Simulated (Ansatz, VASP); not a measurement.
## Cross-check of Si54SbC53 (Sb_C) between VASP and Ansatz

Aim: how closely do two programs agree when they are given the same cell, functional and k mesh? Of the first pair: The structure shown is the start of the Ansatz relaxation below; VASP solves that cell, so the two are compared at the walk's first step.

Calculated with Ansatz 0.2.0; plane waves, with VASP 6.6.1 beside it; single point at r2SCAN.

**1. The starting structure**

The cell holds 108 atoms: 54 Si, 53 C and 1 Sb. Cell: a = 9.236 Å, b = 9.236 Å, c = 15.108 Å, α = 90.0°, β = 90.0°, γ = 120.0°. It derives from SiC (SiC (P6_3mc)). Nearest the centre at fractional (0.556, 0.444, 0.542): Sb108 at 0.05 Å, Si53 at 1.87 Å, Si29 at 1.87 Å, Si47 at 1.89 Å, Si27 at 1.91 Å, C81 at 3.04 Å, C106 at 3.05 Å, C80 at 3.06 Å. The cell carries charge −1.

**2. Ansatz: relaxation, r2SCAN**

Ansatz runs on its PAW soft_1 files.

The two programs are compared at the cell with which this relaxation starts, whose forces are those of its first step.

Contents of input.yaml:

```yaml
crystal:
  lattice:
    - [9.23599493, 0.0, 0.0]
    - [-4.61799746, 7.99860624, 0.0]
    - [0.0, 0.0, 15.1078644]
  atoms:
    - { symbol: Si, position: [0.11111111, 0.22222222, 0.8329854] }
    - { symbol: Si, position: [0.22222222, 0.11111111, 0.3329854] }
    - { symbol: Si, position: [0.22222222, 0.11111111, 0.66650102] }
[... 1 atom line left out ...]
    - { symbol: Si, position: [0.0, 0.0, 0.49972248] }
[... 2 atom lines left out ...]
    - { symbol: C, position: [0.0, 0.0, 0.37436694] }
    - { symbol: C, position: [0.11111111, 0.22222222, 0.70799668] }
[... 1 atom line left out ...]
    - { symbol: C, position: [0.22222222, 0.11111111, 0.54152848] }
[... 5 atom lines left out ...]
    - { symbol: Si, position: [0.0, 0.33333333, 0.49972248] }
[... 1 atom line left out ...]
    - { symbol: C, position: [0.0, 0.33333333, 0.87436694] }
    - { symbol: C, position: [0.0, 0.33333333, 0.37436694] }
    - { symbol: C, position: [0.11111111, 0.55555556, 0.70799668] }
[... 1 atom line left out ...]
    - { symbol: C, position: [0.22222222, 0.44444444, 0.54152848] }
[... 1 atom line left out ...]
    - { symbol: Si, position: [0.11111111, 0.88888889, 0.8329854] }
    - { symbol: Si, position: [0.22222222, 0.77777778, 0.3329854] }
    - { symbol: Si, position: [0.22222222, 0.77777778, 0.66650102] }
[... 1 atom line left out ...]
    - { symbol: Si, position: [0.0, 0.66666667, 0.49972248] }
[... 2 atom lines left out ...]
    - { symbol: C, position: [0.0, 0.66666667, 0.37436694] }
    - { symbol: C, position: [0.11111111, 0.88888889, 0.70799668] }
[... 1 atom line left out ...]
    - { symbol: C, position: [0.22222222, 0.77777778, 0.54152848] }
[... 5 atom lines left out ...]
    - { symbol: Si, position: [0.33333333, 0.0, 0.49972248] }
[... 1 atom line left out ...]
    - { symbol: C, position: [0.33333333, 0.0, 0.87436694] }
    - { symbol: C, position: [0.33333333, 0.0, 0.37436694] }
    - { symbol: C, position: [0.44444444, 0.22222222, 0.70799668] }
[... 1 atom line left out ...]
    - { symbol: C, position: [0.55555556, 0.11111111, 0.54152848] }
[... 2 atom lines left out ...]
    - { symbol: Si, position: [0.55555556, 0.44444444, 0.3329854] }
    - { symbol: Si, position: [0.55555556, 0.44444444, 0.66650102] }
[... 1 atom line left out ...]
    - { symbol: Si, position: [0.33333333, 0.33333333, 0.49972248] }
[... 3 atom lines left out ...]
    - { symbol: C, position: [0.44444444, 0.55555556, 0.70799668] }
[... 1 atom line left out ...]
    - { symbol: Sb, position: [0.55555556, 0.44444444, 0.54152848] }
[... 5 atom lines left out ...]
    - { symbol: Si, position: [0.33333333, 0.66666667, 0.49972248] }
[... 2 atom lines left out ...]
    - { symbol: C, position: [0.33333333, 0.66666667, 0.37436694] }
[... 5 atom lines left out ...]
    - { symbol: Si, position: [0.88888889, 0.11111111, 0.3329854] }
    - { symbol: Si, position: [0.88888889, 0.11111111, 0.66650102] }
[... 1 atom line left out ...]
    - { symbol: Si, position: [0.66666667, 0.0, 0.49972248] }
[... 2 atom lines left out ...]
    - { symbol: C, position: [0.66666667, 0.0, 0.37436694] }
    - { symbol: C, position: [0.77777778, 0.22222222, 0.70799668] }
[... 3 atom lines left out ...]
    - { symbol: Si, position: [0.77777778, 0.55555556, 0.8329854] }
[... 2 atom lines left out ...]
    - { symbol: Si, position: [0.77777778, 0.55555556, 0.16650102] }
[... 3 atom lines left out ...]
    - { symbol: C, position: [0.66666667, 0.33333333, 0.37436694] }
[... 4 atom lines left out ...]
    - { symbol: Si, position: [0.77777778, 0.88888889, 0.8329854] }
    - { symbol: Si, position: [0.88888889, 0.77777778, 0.3329854] }
[... 1 atom line left out ...]
    - { symbol: Si, position: [0.77777778, 0.88888889, 0.16650102] }
[... 2 atom lines left out ...]
    - { symbol: C, position: [0.66666667, 0.66666667, 0.87436694] }
    - { symbol: C, position: [0.66666667, 0.66666667, 0.37436694] }
[... 1 atom line left out ...]
    - { symbol: C, position: [0.88888889, 0.77777778, 0.20799668] }
[... 1 atom line left out ...]
    - { symbol: C, position: [0.77777778, 0.88888889, 0.04152848] }
  host:
    repeats: [3, 3, 1]
    atoms:
      - { symbol: Si, position: [0.33333333, 0.66666667, 0.8329854] }
      - { symbol: Si, position: [0.66666667, 0.33333333, 0.3329854] }
      # ... 10 more atoms of the perfect host
total_charge: -1
basis:
  ecutwfc: 500
  xc_grid: 2
hamiltonian:
  xc: r2scan
  pseudopotentials: { kind: paw, azcp: { folder: soft_1 } }
kpoints:
  mp_grid: { grid: [1, 1, 1], shift: [0.25, 0.25, 0.25] }
scf:
  occupations: { method: fixed }
  max_iter: 80
output:
  forces: true
  charged_corrections:
    epsilon: [7.09, 7.09, 7.35]
    static_epsilon: [10.43, 10.43, 10.95]
    defect_position: [0.555556, 0.444444, 0.541528]
relax:
  f_tol: 0.02
  max_steps: 80
  random_displacement: { amplitude: 0.05, seed: 6821 }
checkpoint:
  write: "../qm1.relax.run"
  compress: false
  write_wavefunctions: true
  write_every: 100000
```

The run is started by

```sh
ansatz run input.yaml --threads 4 --pin off --max-ram 15073MiB --backend cpu --events-out ev --progress --plain --runs-dir out
```

Numbers of over 12 decimals in the logs are rounded to 6 here.

What it wrote:

```text
Engine: ansatz 0.2.0, aarch64-unknown-linux-gnu
Pseudopotentials: kind: paw
Pseudopotential: Si, paw, valence charge 4, recommended cutoff 500 eV (meta_gga), soft_1/Si.paw.azcp
Pseudopotential: C, paw, valence charge 4, recommended cutoff 500 eV (meta_gga), soft_1/C.paw.azcp
Pseudopotential: Sb, paw, valence charge 15, recommended cutoff 500 eV (meta_gga), soft_1/Sb.paw.azcp
Functional definition: r2SCAN
  parameter k0 = 0.174
  parameter k1 = 0.065
  parameter a1 = 4.9479
  exchange = r2scan_x(k0 = k0, k1 = k1, a1 = a1)
  correlation = r2scan_c
Crystal: 108 atoms, lattice volume = 1116.095 Å³
Basis set: ecut = 500 eV, 28399 PW (Γ), exchange–correlation on 144×144×240 points (8 copies of the dense FFT grid, shifted against one another)
Bands: 330, of which v1, the nominal top of the filled ones, is band 222 counted from 1 (221 counted from 0)
Symmetry: 1 space group operations
k-points: 1
Non-local potential: Si, projectors of the file, l = 0: 2, l = 1: 2, l = 2: 1
Non-local potential: C, projectors of the file, l = 0: 2, l = 1: 2, l = 2: 1
Non-local potential: Sb, projectors of the file, l = 0: 2, l = 1: 2, l = 2: 2, l = 3: 1
PAW form: soft (Blöchl's): semilocal exchange-correlation on the pseudo side does not see the compensation charge
PAW frozen core: Si, regenerated for the run's functional (the file was generated under x = pbe(κ = 0.804, μ = 0.219515), c = pbe(β = 0.066725))
PAW frozen core: C, regenerated for the run's functional (the file was generated under x = pbe(κ = 0.804, μ = 0.219515), c = pbe(β = 0.066725))
PAW frozen core: Sb, regenerated for the run's functional (the file was generated under x = pbe(κ = 0.804, μ = 0.219515), c = pbe(β = 0.066725))
PAW one-centre angular grid: Si, 302 points (default); XC on 160 Gauss nodes
PAW one-centre angular grid: C, 302 points (default); XC on 219 of its mesh's 2255 points in the sphere
PAW one-centre angular grid: Sb, 590 points (default); XC on 160 Gauss nodes
Initial density: superposition of atomic densities (chi_scale 0.1, normalization cell, long waves kept (reshape's long-wave potential 0.28 eV rms))
Initial wavefunctions: pseudopotential atomic-orbital guess
Functional: x = r2scan, c = r2scan; τ floored in thin density (d = 2e-4 eV/Å³)
SCF iter   1: F=—  HF=-54398.307297 eV  |F-HF|=—  |Δ(HF+E_count)|=         —  Δρ=1.30e-1  dr2=2.31e2  dr2_τ=2.69e1  ethr=3.10e-3  ⟨swp⟩=5.0  Hψ=1127  notcnv=0  defer=104
preconditioner: auto → Resta (q_TF=auto, 2.340 Å⁻¹)  ε∞=3.9  [insulator: Δε(μ)=0.273 eV  Ē_g=13.639 eV  n_scr=244 (ndim 8)  ℏωp=23.2 eV  f_vac=0.000  ε∞_Penn≈3.9]
SCF iter   2: F=—  HF=-54342.067413 eV  |F-HF|=—  |Δ(HF+E_count)|=    5.62e1  Δρ=4.86e-2  dr2=2.45e1  dr2_τ=2.60e0  ethr=3.10e-3  ⟨swp⟩=3.0  Hψ=680  notcnv=0  defer=104
SCF iter   3: F=—  HF=-54343.465238 eV  |F-HF|=—  |Δ(HF+E_count)|=    1.40e0  Δρ=1.84e-2  dr2=2.50e0  dr2_τ=8.49e-2  ethr=3.10e-3  ⟨swp⟩=2.0  Hψ=431  notcnv=0  defer=105
SCF iter   4: F=—  HF=-54343.937294 eV  |F-HF|=—  |Δ(HF+E_count)|=   4.72e-1  Δρ=1.89e-3  dr2=1.24e-1  dr2_τ=3.72e-3  ethr=5.63e-4  ⟨swp⟩=3.0  Hψ=446  notcnv=0  defer=105
SCF iter   5: F=—  HF=-54343.931717 eV  |F-HF|=—  |Δ(HF+E_count)|=   5.58e-3  Δρ=8.15e-4  dr2=3.67e-2  dr2_τ=3.82e-4  ethr=2.79e-5  ⟨swp⟩=4.0  Hψ=350  notcnv=0  defer=106
SCF iter   6: F=—  HF=-54343.930145 eV  |F-HF|=—  |Δ(HF+E_count)|=   1.57e-3  Δρ=3.38e-4  dr2=1.78e-3  dr2_τ=8.84e-5  ethr=8.26e-6  ⟨swp⟩=3.0  Hψ=343  notcnv=0  defer=106
SCF iter   7: F=—  HF=-54343.929756 eV  |F-HF|=—  |Δ(HF+E_count)|=   3.90e-4  Δρ=1.10e-4  dr2=2.08e-4  dr2_τ=8.04e-6  ethr=4.01e-7  ⟨swp⟩=3.0  Hψ=390  notcnv=0  defer=106
SCF iter   8: F=—  HF=-54343.929785 eV  |F-HF|=—  |Δ(HF+E_count)|=   2.96e-5  Δρ=3.94e-5  dr2=2.39e-5  dr2_τ=4.52e-7  ethr=4.69e-8  ⟨swp⟩=3.0  Hψ=329  notcnv=0  defer=106
SCF iter   9: F=-54343.929787 eV  HF=-54343.929788 eV  |F-HF|=1.11e-6  |Δ(HF+E_count)|=   2.73e-6  Δρ=1.24e-5  dr2=2.29e-6  dr2_τ=1.01e-7  ethr=2.25e-9  ⟨swp⟩=5.0  Hψ=996  notcnv=0
SCF 1 converged in 9 iterations: F = -54343.929787 eV  dr2 = 2.29e-6
  greatest PAW one-centre occupation: 0.996 electrons in one spin orbital (limit 2), on the Sb atom at site 58 (counted from 0), in its partial waves of l = 2
relax step   1: F+E_penalty+E_count = -54343.92978696 eV  Δ(F+E_penalty+E_count) = +0.000e0 eV  max|allowed force component| = 2.230e1 eV/Å  Δτ_max = 0.0000 Å  (9 SCF iters, dr2 threshold 1.00e-5 eV, accepted)
Initial density: handed on by an earlier stage of this run
Initial wavefunctions: those handed on with the density
iter 1 solved again at ethr=1.29e-4 eV; its pass at ethr=3.10e-3 eV (dr2=5.72e-1 eV) is discarded
SCF iter   1: F=—  HF=-54356.142474 eV  |F-HF|=—  |Δ(HF+E_count)|=         —  Δρ=6.22e-3  dr2=5.85e-1  dr2_τ=1.37e-1  ethr=1.29e-4  ⟨swp⟩=2.0  Hψ=1192  notcnv=0  defer=105
[...]
- { symbol: Si, position: [0.222854, 0.108728, 0.668293] }
    - { symbol: Si, position: [0.110513, 0.222028, 0.166312] }
    - { symbol: Si, position: [-0.00120257, 0.000978634, 0.499303] }
    - { symbol: Si, position: [0.000568183, -0.00104062, 0.999644] }
    - { symbol: C, position: [0.000925706, -0.00194579, 0.874980] }
    - { symbol: C, position: [-0.000677522, 0.00142431, 0.373383] }
    - { symbol: C, position: [0.112119, 0.221181, 0.708254] }
    - { symbol: C, position: [0.221708, 0.110066, 0.206118] }
    - { symbol: C, position: [0.216126, 0.103131, 0.542860] }
    - { symbol: C, position: [0.110845, 0.221242, 0.042176] }
    - { symbol: Si, position: [0.112251, 0.554136, 0.833846] }
    - { symbol: Si, position: [0.219529, 0.445972, 0.330277] }
    - { symbol: Si, position: [0.221948, 0.444435, 0.667546] }
    - { symbol: Si, position: [0.111372, 0.555956, 0.165541] }
    - { symbol: Si, position: [0.000196956, 0.333723, 0.500235] }
    - { symbol: Si, position: [0.00052405, 0.332043, 0.999670] }
    - { symbol: C, position: [0.0014129, 0.331131, 0.874751] }
    - { symbol: C, position: [-0.00119094, 0.335369, 0.374146] }
    - { symbol: C, position: [0.111807, 0.555000, 0.709241] }
    - { symbol: C, position: [0.221493, 0.445107, 0.206637] }
    - { symbol: C, position: [0.216294, 0.445560, 0.542330] }
    - { symbol: C, position: [0.111272, 0.554354, 0.041914] }
    - { symbol: Si, position: [0.111885, 0.887196, 0.833851] }
    - { symbol: Si, position: [0.221450, 0.778859, 0.332715] }
    - { symbol: Si, position: [0.222345, 0.777153, 0.666528] }
    - { symbol: Si, position: [0.111591, 0.888406, 0.165132] }
    - { symbol: Si, position: [0.000339041, 0.667108, 0.499776] }
    - { symbol: Si, position: [0.00137869, 0.665762, 1.000562] }
    - { symbol: C, position: [0.00314423, 0.665329, 0.877087] }
    - { symbol: C, position: [-0.00178147, 0.667964, 0.373702] }
    - { symbol: C, position: [0.111970, 0.887873, 0.709844] }
    - { symbol: C, position: [0.222215, 0.778104, 0.207768] }
    - { symbol: C, position: [0.222098, 0.777048, 0.540758] }
    - { symbol: C, position: [0.111359, 0.887986, 0.041591] }
    - { symbol: Si, position: [0.443785, 0.217699, 0.837121] }
    - { symbol: Si, position: [0.554004, 0.109659, 0.330294] }
    - { symbol: Si, position: [0.555038, 0.109663, 0.667588] }
    - { symbol: Si, position: [0.444773, 0.221918, 0.165720] }
    - { symbol: Si, position: [0.332221, -0.00083483, 0.499808] }
    - { symbol: Si, position: [0.333473, -0.00217793, 1.000529] }
    - { symbol: C, position: [0.333630, -0.00417386, 0.877097] }
    - { symbol: C, position: [0.332404, 0.00215301, 0.373722] }
    - { symbol: C, position: [0.441351, 0.213260, 0.714127] }
    - { symbol: C, position: [0.555049, 0.110374, 0.206551] }
    - { symbol: C, position: [0.553597, 0.104216, 0.541925] }
    - { symbol: C, position: [0.444701, 0.221083, 0.041779] }
    - { symbol: Si, position: [0.444201, 0.554885, 0.837315] }
    - { symbol: Si, position: [0.554693, 0.445758, 0.332965] }
[...]
- { symbol: Sb, position: [0.553240, 0.446979, 0.545681] }
[...]
- { symbol: Si, position: [0.687309, 0.311748, 0.490915] }
    - { symbol: Si, position: [0.667574, 0.331639, 1.000494] }
[...]
- { symbol: C, position: [0.894915, 0.445261, 0.541807] }
    - { symbol: C, position: [0.778088, 0.554460, 0.041791] }
    - { symbol: Si, position: [0.778860, 0.886561, 0.833210] }
    - { symbol: Si, position: [0.890454, 0.780835, 0.329720] }
    - { symbol: Si, position: [0.891021, 0.776744, 0.668294] }
    - { symbol: Si, position: [0.778011, 0.889542, 0.166301] }
    - { symbol: Si, position: [0.692822, 0.717375, 0.490135] }
    - { symbol: Si, position: [0.667696, 0.666239, 1.000546] }
    - { symbol: C, position: [0.668462, 0.666055, 0.876609] }
    - { symbol: C, position: [0.668958, 0.673999, 0.368861] }
    - { symbol: C, position: [0.778191, 0.887216, 0.708241] }
    - { symbol: C, position: [0.889842, 0.778337, 0.206094] }
    - { symbol: C, position: [0.896925, 0.783650, 0.542912] }
    - { symbol: C, position: [0.778538, 0.888734, 0.042207] }
```

Reading the cycles: dr2 is the Hartree energy of the density residual (eV), the measure of convergence; HF is the Harris–Foulkes estimate of the energy, which meets the free energy F at convergence.

**3. VASP: single point, r2SCAN, start cell, pair 1**

The same cell, functional and mesh now go to VASP, with its own data sets.

Lines of VASP's logs that name or quote its potential files are left out, and so is its time.

Contents of INCAR:

```
SYSTEM = Si54SbC53
PREC = Accurate
ENCUT = 580
EDIFF = 1E-06
NELM = 120
ISMEAR = 0
SIGMA = 0.01
LREAL = Auto
ALGO = Normal
METAGGA = R2SCAN
LASPH = .TRUE.
NELECT = 434
NBANDS = 296
LORBIT = 11
LWAVE = .FALSE.
LCHARG = .FALSE.
ISIF = 2
ISYM = 0
GGA_COMPAT = .FALSE.
EFERMI = MIDGAP
LMIXTAU = .TRUE.
NCORE = 2
```

Contents of POSCAR:

```
Si54SbC53
1.0
    9.2359949282      0.0000000000      0.0000000000
   -4.6179974641      7.9986062370      0.0000000000
    0.0000000000      0.0000000000     15.1078644027
Si C Sb
54 53 1
Direct
    0.1158025120      0.2260088754      0.8309834312
    0.2235616675      0.1132714842      0.3360869455
    0.2195674124      0.1049880411      0.6671192388
[... 1 atom line left out ...]
    0.0054094136      0.0016685407      0.4981896712
[... 2 atom lines left out ...]
    0.2192983613      0.4459044356      0.3306689064
    0.2226554929      0.4422765536      0.6635386533
[... 1 atom line left out ...]
    0.9941219324      0.3319558335      0.4991251443
[... 5 atom lines left out ...]
    0.0032940402      0.6659035140      0.5021184198
[... 1 atom line left out ...]
    0.4450988374      0.2279220837      0.8331969804
    0.5505364133      0.1104624948      0.3345970592
    0.5538396546      0.1146579758      0.6681970218
[... 1 atom line left out ...]
    0.3356714905      0.9992769990      0.5025654717
[... 1 atom line left out ...]
    0.4494707413      0.5578384368      0.8310228147
    0.5595154029      0.4446620942      0.3353085430
    0.5525677720      0.4472016616      0.6678035844
[... 1 atom line left out ...]
    0.3358230727      0.3297269452      0.4990744422
[... 2 atom lines left out ...]
    0.5507729165      0.7786589082      0.3337196354
    0.5602939268      0.7772414113      0.6677276636
[... 1 atom line left out ...]
    0.3288347281      0.6640878226      0.4974333764
[... 5 atom lines left out ...]
    0.6667778889      0.0041332201      0.4975463639
[... 1 atom line left out ...]
    0.7808206444      0.5600406955      0.8352381689
    0.8848141829      0.4384253826      0.3335967855
    0.8942088522      0.4484442531      0.6680336632
[... 1 atom line left out ...]
    0.6611434850      0.3280794081      0.4994381601
[... 2 atom lines left out ...]
    0.8950308787      0.7818063316      0.3327945543
    0.8904945721      0.7822010254      0.6688100800
[... 1 atom line left out ...]
    0.6605155001      0.6643818739      0.4993850751
[... 3 atom lines left out ...]
    0.1121628876      0.2174165034      0.7078581535
[... 1 atom line left out ...]
    0.2240143951      0.1090632510      0.5441387863
[... 5 atom lines left out ...]
    0.2222037409      0.4494709320      0.5427432218
[... 2 atom lines left out ...]
    0.0003037231      0.6622182469      0.3726297675
[... 5 atom lines left out ...]
    0.3387831747      0.0050512550      0.3751449476
    0.4468935502      0.2263679379      0.7104629558
[... 1 atom line left out ...]
    0.5583748803      0.1096641057      0.5391462210
[... 2 atom lines left out ...]
    0.3395627839      0.3360054140      0.3743194835
    0.4470597607      0.5576706576      0.7050314800
[... 3 atom lines left out ...]
    0.3391196799      0.6676990768      0.3748905106
[... 2 atom lines left out ...]
    0.5553296522      0.7760437026      0.5446838667
[... 3 atom lines left out ...]
    0.7746191914      0.2161962908      0.7088724597
[... 4 atom lines left out ...]
    0.6682429865      0.3290467016      0.3751616277
    0.7783821772      0.5526854141      0.7106592774
[... 1 atom line left out ...]
    0.8944863324      0.4488714526      0.5426147456
[... 2 atom lines left out ...]
    0.6680696931      0.6628027237      0.3727509627
    0.7799641630      0.8849160454      0.7081428397
[... 1 atom line left out ...]
    0.8850239468      0.7749031289      0.5440650499
[... 1 atom line left out ...]
    0.5495871330      0.4416938271      0.5405548913
```

Contents of KPOINTS:

```
Points of the shifted mesh
1
Reciprocal
 0.2500000000  0.2500000000  0.2500000000 1
```

PAW data sets: Si, C and Sb (PBE family, release 64).

The run is started by

```sh
mpirun -np 8 vasp_std
```

What it wrote:

```text
[banner, memory and clock lines left out]
running    8 mpi-ranks, on    1 nodes
[...]
|                                                                             |
|               ----> ADVICE to this user running VASP <----                  |
|                                                                             |
|     You enforced a specific xc type in the INCAR file but a different       |
|     [... a line on the potential file left out ...]
|     I HOPE YOU KNOW WHAT YOU ARE DOING!                                     |
|                                                                             |

 LDA part: xc-table for (None), standard interpolation
 POSCAR, INCAR and KPOINTS ok, starting setup
[...]
entering main loop
       N       E                     dE             d eps       ncg     rms          rms(c)
DAV:   1     0.128220805966E+04    0.12822E+04   -0.21838E+05   592   0.150E+03
DAV:   2    -0.101528027034E+04   -0.22975E+04   -0.21707E+04   720   0.256E+02
DAV:   3    -0.118157174478E+04   -0.16629E+03   -0.16446E+03   728   0.640E+01
DAV:   4    -0.118533930444E+04   -0.37676E+01   -0.37494E+01   720   0.105E+01
DAV:   5    -0.118544523291E+04   -0.10593E+00   -0.10574E+00   720   0.166E+00BRMIX: very serious problems
 the old and the new charge density differ
 old charge density:   433.00000 new  434.00000
    0.677E+01
DAV:   6    -0.108390797714E+04    0.10154E+03   -0.28915E+02   680   0.234E+01    0.395E+01
DAV:   7    -0.102710965307E+04    0.56798E+02   -0.20592E+01   720   0.814E+00    0.157E+01
DAV:   8    -0.107680451094E+04   -0.49695E+02   -0.13460E+01   616   0.749E+00    0.105E+01
DAV:   9    -0.104752719760E+04    0.29277E+02   -0.41235E+00   624   0.436E+00    0.484E+00
[...]
DAV:  22    -0.102511768964E+04    0.20345E-04   -0.13432E-05   632   0.961E-03    0.176E-02
DAV:  23    -0.102511771168E+04   -0.22041E-04   -0.12480E-05   624   0.105E-02    0.932E-03
DAV:  24    -0.102511771089E+04    0.79283E-06   -0.93626E-07   368   0.197E-03
   1 F= -.10251177E+04 E0= -.10251177E+04  d E =-.965278E-32
```

Parts of OUTCAR (step 3):

```text
  FREE ENERGIE OF THE ION-ELECTRON SYSTEM (eV)
  ---------------------------------------------------
  free  energy   TOTEN  =     -1025.1177108917 eV

  energy  without entropy=    -1025.1177108917  energy(sigma->0) =    -1025.11771089
```

The run ends at a pressure of 10.50 GPa, with forces up to 27 eV/Å.

(Part 1 of 2 ends here.)

[Lines on the potential files, build, host, timing and source positions are cut from VASP's logs without a mark.]

[Logs are printed without paths, hosts, clocks, repeated set-up lines and the standing remarks that a program may print on its own settings, such as how far it seeks lower states.]

[Hosts, paths, dates, database ids (printed as entryN), source tags and the programs' standing remarks are cut or masked in the printed files.]
